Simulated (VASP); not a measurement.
# Re (Fm-3m) in VASP: a series of runs

One crystal, Re, is run at these levels: PBE, LDA+U, r2SCAN; tasks: single point, relaxation of cell and atoms.

Everything below comes from runs of VASP 6.6.1. Logs are shortened: lines on timing, memory, paths and dates and some standing lists are left out, and cuts for length are marked.

**1. The structure**

The structure is cubic, space group Fm-3m (No. 225). The conventional cell has a = 3.950 Å, b = 3.950 Å, c = 3.950 Å, α = 90.00°, β = 90.00°, γ = 90.00°. Around Re (site symmetry m-3m) lie 12 Re at 2.79 Å.

This isn't the form of Re at room conditions, which is hcp.

**2. Single point, PBE**

The input, run.py:

```python
from ase.calculators.vasp import Vasp
from ase.dft.bandgap import bandgap
from ase.io import read

atoms = read('POSCAR')
calc = Vasp(
    directory='calc',
    xc='pbe',
    pp='PBE',
    setups='minimal',
    prec='Accurate',
    encut=500,
    ediff=1e-06,
    ismear=0,
    sigma=0.05,
    lreal=False,
    lasph=True,
    nelm=80,
    algo='Normal',
    isif=2,
    lwave=False,
    lcharg=False,
    kpts=[12, 12, 12],
    gamma=True,
    nbands=10,
)
atoms.calc = calc

print('energy (eV):', atoms.get_potential_energy())
print('free energy (eV):', atoms.get_potential_energy(force_consistent=True))
print('forces (eV/A):')
print(atoms.get_forces())
print('stress (eV/A^3, Voigt):', atoms.get_stress())
print('Fermi level (eV):', calc.get_fermi_level())
gap, top, bottom = bandgap(calc)
print('band gap (eV):', gap, 'from (spin, k, band)', top, 'to', bottom)
```

The input, POSCAR:

```
Re
1.0
    0.0000000000      1.9750000000      1.9750000000
    1.9750000000      0.0000000000      1.9750000000
    1.9750000000      1.9750000000      0.0000000000
Re
1
Direct
    0.0000000000      0.0000000000      0.0000000000
```

Potentials or basis: VASP PAW PBE potentials, release 64 (Re).

Launch:

```sh
> python run.py
```

The log of the run:

```text
energy (eV): -12.35249553
free energy (eV): -12.35292803
forces (eV/A):
[[0. 0. 0.]]
stress (eV/A^3, Voigt): [ 0.06106967  0.06106967  0.06106967 -0.         -0.         -0.        ]
Fermi level (eV): 7.5501384
band gap (eV): 0.0 from (spin, k, band) (None, None, None) to (None, None, None)
```

OUTCAR:

```text
ENCUT = 500.000000
   EDIFF = 1.00e-06
   GGA = PE
   PREC = Accurate
   ISIF = 2
   ISMEAR = 0
   NELM = 80
   LASPH = .TRUE.
   LREAL = .FALSE.

 ion  position               nearest neighbor table
   1  0.000  0.000  0.000-

  LATTYP: Found a face centered cubic cell.
 ALAT       =     3.9500000000

  Lattice vectors:

 A1 = (   0.0000000000,   1.9750000000,   1.9750000000)
 A2 = (   1.9750000000,   0.0000000000,   1.9750000000)
 A3 = (   1.9750000000,   1.9750000000,   0.0000000000)

Analysis of symmetry for initial positions (statically):
=====================================================================
 Subroutine PRICEL returns:
 Original cell was already a primitive cell.

 Routine SETGRP: Setting up the symmetry group for a
 face centered cubic supercell.

 Subroutine GETGRP returns: Found 48 space group operations
 (whereof 48 operations were pure point group operations)
 out of a pool of 48 trial point group operations.

The static configuration has the point symmetry O_h .

Analysis of symmetry for dynamics (positions and initial velocities):
=====================================================================
 Subroutine PRICEL returns:
 Original cell was already a primitive cell.

 Routine SETGRP: Setting up the symmetry group for a
 face centered cubic supercell.

 Subroutine GETGRP returns: Found 48 space group operations
 (whereof 48 operations were pure point group operations)
 out of a pool of 48 trial point group operations.

The dynamic configuration has the point symmetry O_h .

 Subroutine INISYM returns: Found 48 space group operations
 (whereof 48 operations are pure point group operations),
 and found     1 'primitive' translations

----------------------------------------------------------------------------------------

                                     Primitive cell

  volume of cell :      15.4075

  direct lattice vectors                    reciprocal lattice vectors
     0.000000000  1.975000000  1.975000000    -0.253164557  0.253164557  0.253164557
     1.975000000  0.000000000  1.975000000     0.253164557 -0.253164557  0.253164557
     1.975000000  1.975000000  0.000000000     0.253164557  0.253164557 -0.253164557

  length of vectors
     2.793071786  2.793071786  2.793071786     0.438493875  0.438493875  0.438493875

  position of ions in fractional coordinates (direct lattice)
     0.000000000  0.000000000  0.000000000

  ion indices of the primitive-cell ions
   primitive index   ion index
                 1           1

----------------------------------------------------------------------------------------

 KPOINTS: KPOINTS created by Atomic Simulation Env

Automatic generation of k-mesh.
 Grid dimensions read from file:
 generate k-points for:   12   12   12

 Generating k-lattice:

  Cartesian coordinates                     Fractional coordinates (reciprocal lattice)
    -0.021097046  0.021097046  0.021097046     0.083333333  0.000000000  0.000000000
     0.021097046 -0.021097046  0.021097046     0.000000000  0.083333333  0.000000000
     0.021097046  0.021097046 -0.021097046     0.000000000  0.000000000  0.083333333

  Length of vectors
     0.036541156  0.036541156  0.036541156

  Shift w.r.t. Gamma in fractional coordinates (k-lattice)
     0.000000000  0.000000000  0.000000000

 Subroutine IBZKPT returns following result:
 ===========================================

 Found     72 irreducible k-points:

 Following reciprocal coordinates:
            Coordinates               Weight
  0.000000  0.000000  0.000000      1.000000
  0.083333  0.000000  0.000000      8.000000
  0.166667  0.000000  0.000000      8.000000
  0.250000  0.000000  0.000000      8.000000
  0.333333  0.000000  0.000000      8.000000
  0.416667  0.000000  0.000000      8.000000
[... 42 lines left out ...]
  0.333333  0.250000  0.083333     24.000000
  0.416667  0.250000  0.083333     48.000000
 [... further k-points ...]
   k-points           NKPTS =     72   k-points in BZ     NKDIM =     72   number of bands    NBANDS=     10
   number of dos      NEDOS =    301   number of ions     NIONS =      1
   total plane-waves  NPLWV =   8000
   dimension x,y,z NGX =    20 NGY =   20 NGZ =   20
   dimension x,y,z NGXF=    40 NGYF=   40 NGZF=   40
   ions per type =               1
   NGX,Y,Z   is equivalent  to a cutoff of  11.90, 11.90, 11.90 a.u.
   NGXF,Y,Z  is equivalent  to a cutoff of  23.81, 23.81, 23.81 a.u.
 SYSTEM =  unknown system
   PREC   = accura    normal or accurate (medium, high low for compatibility)
   ISTART =      0    job   : 0-new  1-cont  2-samecut
   ICHARG =      2    charge: 1-file 2-atom 10-const
   ISPIN  =      1    spin polarized calculation?
   LNONCOLLINEAR =      F non collinear calculations
   LSORBIT =      F    spin-orbit coupling
   LASPH  =      T    aspherical Exc in radial PAW
   ENCUT  =  500.0 eV  36.75 Ry    6.06 a.u.   5.09  5.09  5.09*2*pi/ulx,y,z
   NELM   =     80;   NELMIN=  2; NELMDL= -5     # of ELM steps
   EDIFF  = 0.1E-05   stopping-criterion for ELM
   LREAL  =      F    real-space projection
   EDIFFG = 0.1E-04   stopping-criterion for IOM
   NSW    =      0    number of steps for IOM
   IBRION =     -1    ionic relax: 0-MD 1-quasi-New 2-CG
   NFREE  =      0    steps in history (QN), initial steepest desc. (CG)
   ISIF   =      2    stress and relaxation
   ISYM   =      2    0-nonsym 1-usesym 2-fastsym
   POTIM  = 0.5000    time-step for ionic-motion
   TEBEG  =    0.0;   TEEND  =   0.0 temperature during run
   PSTRESS=    0.0 pullay stress
   NELECT =       7.0000    total number of electrons
   NUPDOWN=      -1.0000    fix difference up-down
   EMIN   =  10.00;   EMAX   =-10.00  energy-range for DOS
   EFERMI =   0.00;   METHOD = LEGACY
   ISMEAR =     0;   SIGMA  =   0.05  broadening in eV -4-tet -1-fermi 0-gaus
   EFERMI_NEDOS =   21; number of points for ismear=-14 and -15
   IALGO  =     38    algorithm
   IMIX   =      4    mixing-type and parameters
     AMIX     =   0.40;   BMIX     =  1.00
     AMIX_MAG =   1.60;   BMIX_MAG =  1.00
  volume/ion in A,a.u.               =      15.41       103.97
  Fermi-wavevector in a.u.,A,eV,Ry     =   1.258531  2.378278 21.550255  1.583899
  Thomas-Fermi vector in A             =   2.392135
   LORBIT       =      0    0 simple, 1 ext, 2 COOP (PROOUT), +10 PAW based schemes
   GGA     = PE    functional components
   LHFCALC =     F    Hartree Fock is set to
   AEXX    =    0.0000 exact exchange contribution
   IVDW    =     0    specifies the selected vdW correction
   LEPSILON=     F    determine dielectric tensor
   LRPA    =     F    only Hartree local field effects (RPA)
 non-spin polarized calculation
 Gauss-broadening in eV      SIGMA  =   0.05
  energy-cutoff  :      500.00
  volume of cell :       15.41
 maximum number of plane-waves:       399
   NGX = 11   NGY = 11   NGZ = 11

 number of electron       6.9999999 magnetization

 Free energy of the ion-electron system (eV)
  ---------------------------------------------------
  ext. energy  EPLUGINS =         0.00000000
  ---------------------------------------------------
  free energy    TOTEN  =       -12.35292803 eV

  energy without entropy =      -12.35206304  energy(sigma->0) =      -12.35249553

 E-fermi :   7.5501     XC(G=0): -13.4795

 val. band max:        7.5176412868   @ k =   0.5000   0.4167   0.0833
 cond. band min:       7.5765771384   @ k =  -0.1667   0.2500   0.0833
 fundamental gap:      0.0589358517
 Fermi energy:         7.5501384012

 k-point     1 :       0.0000    0.0000    0.0000
  band No.  band energies     occupation
      1      -2.2185      2.00000
      2       5.7890      2.00000
      3       5.7890      2.00000
      4       5.7890      2.00000
      5       8.7595      0.00000
      6       8.7595      0.00000
      7      21.4569      0.00000
      8      26.8552      0.00000
      9      26.8552      0.00000
     10      26.8552      0.00000
[... 495 lines left out ...]
 k-point    40 :       0.4167    0.4167    0.0000
  band No.  band energies     occupation
      1       1.3165      2.00000
      2       2.1781      2.00000
      3       8.9222      0.00000
      4      10.8990      0.00000
      5      11.0116      0.00000
      6      11.0116      0.00000
      7      20.6960      0.00000
      8      20.6960      0.00000
      9      21.6256      0.00000
     10      28.5225      0.00000

 [... further k-points ...]

------------------------ aborting loop because EDIFF is reached ----------------------------------------

  FORCE on cell =-STRESS in cart. coord.  units (eV):
  Direction    XX          YY          ZZ          XY          YZ          ZX
  --------------------------------------------------------------------------------------
  -------------------------------------------------------------------------------------
  Total       -0.9409286     -0.9409286     -0.9409286      0.0000000     -0.0000000      0.0000000
  in kB      -97.8444010    -97.8444010    -97.8444010      0.0000000     -0.0000000      0.0000000
  external PRESSURE =     -97.8444010 kB  Pullay stress =       0.0000000 kB

 VOLUME and BASIS-vectors are now :
 -----------------------------------------------------------------------------
  energy-cutoff  :      500.00
  volume of cell :       15.41
      direct lattice vectors                 reciprocal lattice vectors
     0.000000000  1.975000000  1.975000000    -0.253164557  0.253164557  0.253164557
     1.975000000  0.000000000  1.975000000     0.253164557 -0.253164557  0.253164557
     1.975000000  1.975000000  0.000000000     0.253164557  0.253164557 -0.253164557

 POSITION                                       TOTAL-FORCE (eV/Angst)
 -----------------------------------------------------------------------------------
      0.00000      0.00000      0.00000         0.000000      0.000000      0.000000
 -----------------------------------------------------------------------------------
    total drift:                                0.000000      0.000000     -0.000000

  FREE ENERGIE OF THE ION-ELECTRON SYSTEM (eV)
  ---------------------------------------------------
  free  energy   TOTEN  =       -12.3529280265 eV

  energy  without entropy=      -12.3520630387  energy(sigma->0) =      -12.35249553
```

INCAR:

```text
ENCUT = 500.000000
SIGMA = 0.050000
EDIFF = 1.00e-06
ALGO = Normal
GGA = PE
PREC = Accurate
ISIF = 2
ISMEAR = 0
NBANDS = 10
NELM = 80
LASPH = .TRUE.
LCHARG = .FALSE.
LWAVE = .FALSE.
LREAL = .FALSE.
```

Run time: 14 s. Hardware: 1 thread of Intel Xeon Platinum 8488C (Sapphire Rapids), shared host; peak memory 0.13 GiB.

What came out:

```
Free energy            : -12.3529 eV
Pressure               : -9.8 GPa
Band gap on the k mesh : none (metal or under the smearing width)
```

Spin-orbit coupling is left out, which matters for the levels of Re.

**3. Relaxation of cell and atoms, LDA+U, target pressure 1 GPa, at which the enthalpy is minimised**

The input, INCAR:

```
PREC = Accurate ; ENCUT = 600
EDIFF = 1E-6 ; ISMEAR = 0
SIGMA = 0.01 ; LREAL = F
LASPH = T ; NELM = 100
ALGO = Normal ; ISIF = 3
LWAVE = F ; LCHARG = F
LMAXMIX = 4 ; LDAU = T
LDAUTYPE = 2 ; LDAUL = 2
LDAUU = 5 ; LDAUJ = 0
LDAUPRINT = 1 ; GGA = CA
IBRION = 2 ; NSW = 40
EDIFFG = -0.01 ; PSTRESS = 10
```

The input, KPOINTS:

```
Automatic mesh
0
Gamma
  12 12 12
```

POSCAR is that of step 2.

Potentials or basis: VASP PAW LDA potentials, release 64 (Re_pv).

Launch:

```sh
> cat potpaw_LDA.64/Re_pv/POTCAR > POTCAR
> mpirun -np 1 vasp_std > vasp.out
```

It took 46 s on 1 thread of Intel Xeon Platinum 8488C (Sapphire Rapids), shared host; peak memory 0.15 GiB.

The run converged. Its results:

```
Free energy                                            : -7.5157 eV
Relaxed volume                                         : 14.68 Å³/atom
Relaxed cell                                           : a = 2.748 Å, b = 2.748 Å, c = 2.748 Å, α = 60.00°, β = 60.00°, γ = 60.00°
Space group after relaxing (to 0.05 Å)                 : Fm-3m (No. 225)
Energy change on relaxing (the enthalpy is what falls) : -35.3 meV/atom
Ionic steps                                            : 5
Pressure after relaxing                                : 1.0 GPa
Band gap on the k mesh                                 : none (metal or under the smearing width)
```

Step by step:
| step | energy change (eV) | largest force (eV/Å) | pressure (GPa) | volume (Å³) |
| --- | --- | --- | --- | --- |
| 1 | 0.0000 | 0.0000 | -15.86 | 15.41 |
| 2 | 0.7647 | 0.0000 | 113.91 | 12.07 |
| 3 | -0.0353 | 0.0000 | -0.78 | 14.75 |
| 4 | -0.0353 | 0.0000 | 0.60 | 14.70 |
| 5 | -0.0353 | 0.0000 | 0.99 | 14.68 |

Final structure:
```
Re
1.0
     0.00000    1.94346    1.94346
     1.94346    0.00000    1.94346
     1.94346    1.94346    0.00000
Re
1
Direct
  0.00000 0.00000 0.00000
```

Levels at points of the mesh, in eV from the Fermi level:
```
           k point  band 5  band 6  band 7  band 8  band 9  band 10
(0.00, 0.00, 0.00)   -2.24   -2.24   -2.24    1.56    1.56    13.75
(0.50, 0.00, 0.00)   -2.12   -2.12    0.07    3.78    3.78     9.73
(0.50, 0.50, 0.00)   -6.27    2.69    4.10    4.28    4.28    12.21
```

Eigenvalues of the final occupation matrices:
```
    site  spin  trace               eigenvalues
site 1 d     1   2.22  0.36 0.36 0.50 0.50 0.50
site 1 d     2   2.22  0.36 0.36 0.50 0.50 0.50
```

Caveat: the cell is relaxed towards a set pressure, so the enthalpy falls and the energy may rise; U without spin polarisation on a metal has little footing; the U is typed as a test and isn't derived for this compound.

[end of part 1 of 2]
